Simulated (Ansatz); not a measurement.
# TaN: how the settings move a single-point run

How sensitive is a single-point run of TaN to its settings? A reference run comes first, then one run with altered input.

Method: reference: DFT, PBE, PAW with Ansatz's default frozen-core files, scalar-relativistic, in Ansatz 0.2.0.

1 further run of the same task is left out (it didn't finish). Runs told in other sessions of the task aren't counted.

## Step 1: The starting structure

The structure is monoclinic, space group Cm (No. 8). Conventional cell: a = 5.283 Å, b = 3.050 Å, c = 4.940 Å, α = 90.00°, β = 90.00°, γ = 90.00°. Ta (site symmetry m) has 4 N at 1.82 to 1.94 Å in its first shell of neighbours. Around Ta (site symmetry m) lie 4 N at 1.85 to 1.89 Å. N (site symmetry m) is surrounded by 4 Ta at 1.85 to 1.89 Å. N (site symmetry m) is surrounded by 4 Ta at 1.82 to 1.94 Å.

Cell or atoms stand a little off a more symmetric structure (P6_3mc at a tolerance of 0.3 Å), so results at this geometry aren't those of that ideal crystal.

As a file:

```cif
data_structure
_symmetry_space_group_name_H-M 'Cm'
_symmetry_Int_Tables_number 8
_cell_length_a 5.2828
_cell_length_b 3.0500
_cell_length_c 4.9400
_cell_angle_alpha 90.000
_cell_angle_beta 90.000
_cell_angle_gamma 90.000
_cell_volume 79.60
loop_
_atom_site_label
_atom_site_type_symbol
_atom_site_symmetry_multiplicity
_atom_site_Wyckoff_symbol
_atom_site_fract_x
_atom_site_fract_y
_atom_site_fract_z
_atom_site_occupancy
Ta1 Ta 2 a 0.32500 0.00000 0.99712 1
Ta2 Ta 2 a 0.16667 0.50000 0.50000 1
N1 N 2 a 0.33333 0.00000 0.61500 1
N2 N 2 a 0.17500 0.50000 0.11787 1
```

## Step 2: Reference

File input.yaml:

```yaml
crystal:
  lattice:
    - [3.05, 0.0, 0.0]
    - [-1.525, 2.6413774815, 0.0]
    - [0.0, 0.0, 4.94]
  atoms:
    - { symbol: Ta, position: [0.35, 0.675, 0.002875] }
    - { symbol: Ta, position: [0.6666666667, 0.3333333333, 0.5] }
    - { symbol: "N", position: [0.3333333333, 0.6666666667, 0.385] }
    - { symbol: "N", position: [0.65, 0.325, 0.882125] }
kpoints:
  mp_grid: { grid: [7, 7, 4] }
scf:
  occupations: { method: fermi_dirac, width: 0.03 }
hamiltonian:
  xc: pbe
  pseudopotentials: { kind: paw }
output:
  forces: true
  stress: true
  eigenvalues: true
  populations: true
```

On the command line:

```
ansatz run input.yaml --threads 1 --pin off --max-ram 3072MiB --backend cpu --events-out ev --progress --plain --runs-dir out
```

## Step 3: Changed: n_extra_bands 16

input.yaml: that of step 2 with these lines changed.

```diff
@@ -14,2 +14,3 @@
   occupations: { method: fermi_dirac, width: 0.03 }
+  n_extra_bands: 16
 hamiltonian:
```

**Question.** What will these runs give? Wanted: for each run, ending; energy change; pressure; gap; force.

**Answer**, as computed:

```csv
run,ending,energy change,pressure (GPa),gap (eV),force (eV/Å),cycles,time
reference,converged,0,138.0,0.00,3.24,7,3.1 s
1: n_extra_bands 16,converged,0.0 meV/atom,138.0,0.00,3.24,6,3.8 s
```

Residual by cycle in the longest SCF loop of each run; runs are numbered as in the table. The quantity is the density residual dr2, in eV.

```csv
cycle,reference,run 1
1,0.224,0.226
2,0.0141,0.071
3,0.00245,0.00112
4,6.9e-5,1.7e-5
5,3.6e-6,1.2e-6
6,1.5e-7,3.6e-8
7,3.1e-8,-
```

**Reading.** Same state: the changed band count leaves the energy within 0.5 meV/atom. Cost: 6 SCF cycles against 7. The structure is not at rest: the sound run finds 138 GPa, so these are no properties of the relaxed crystal. 
